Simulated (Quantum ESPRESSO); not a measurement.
As:

```xyz
4
Lattice="1.8250 -5.5000 0.0000 1.8250 5.5000 0.0000 0.0000 0.0000 4.4700" Properties=species:S:1:pos:R:3 pbc="T T T"
As    1.8250    1.2100    2.5032
As    1.8250   -4.2900    4.2018
As    1.8250   -1.2100    1.9668
As    1.8250    4.2900    0.2682
```

This isn't the form of As at room conditions, which is rhombohedral.

Base run:

```yaml
Program: Quantum ESPRESSO 7.5
Functional: r2SCAN
Potentials_or_basis: SG15 PBE 1.2
Cutoff: 952 eV
Density_cutoff: 3810 eV
k_mesh: 8 × 8 × 6
Occupations: fermi-dirac, width 0.05 eV
Spin: no spin polarisation
```

Its results: pressure 3.0 GPa; largest force 0.155 eV/Å.

Question: The run is repeated on the same cell with these changes: functional from r2SCAN to PBEsol; potentials or basis from SG15 PBE 1.2 to GBRV 1.5 PBEsol; cutoff from 952 eV to 612 eV; density cutoff from 3810 eV to 4898 eV. What comes out?

Answer: Pressure 0.2 GPa; largest force 0.122 eV/Å.

Caveats: the potentials were made for another functional, which shifts forces and pressure (some runs).
